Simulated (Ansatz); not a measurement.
## Two-dimensional strain map in BN

Level of theory: Ansatz, DFT PBE+D3(BJ), scalar-relativistic, plane waves, PAW. Cutoff 420 eV, Γ-centred 12×12×12 k-points, Gaussian smearing of 0.05 eV. No spin polarisation. Energies are free energies at this smearing, counted from the undisturbed cell; pressure is positive in compression.

Reference structure (as given, not relaxed at this level; it stands at 0.9 GPa; this form isn't the usual structure):

```yaml
crystal:
  lattice:
    - [1.25112, 0.72234, 3.37293]
    - [-1.25112, 0.72234, 3.37293]
    - [0.00000, -1.44467, 3.37293]
  atoms:
    - { symbol: B, position: [0.99967, 0.99967, 0.99967] }
    - { symbol: N, position: [0.33276, 0.33276, 0.33276] }
```

The cell is strained by p along both x and y and by q along z, fractional coordinates fixed. Points are written (p, q).

Energy above the undisturbed cell in meV/atom (a dash: not computed):

```csv
p \ q,-0.080,-0.040,0.000,0.040,0.080
-0.080,508.8,?,508.4,511.7,515.9
-0.040,119.1,116.5,117.3,120.2,124.0
0.000,3.1,?,0.0,2.2,5.5
0.040,?,80.9,?,82.4,85.2
0.080,308.7,305.1,304.7,306.2,308.8
```

**Question.** Fill in the withheld energies.

**Answer.** (-0.080, -0.040): 506.9; (0.000, -0.040): -0.2; (0.040, -0.080): 84.6; (0.040, 0.000): 80.6.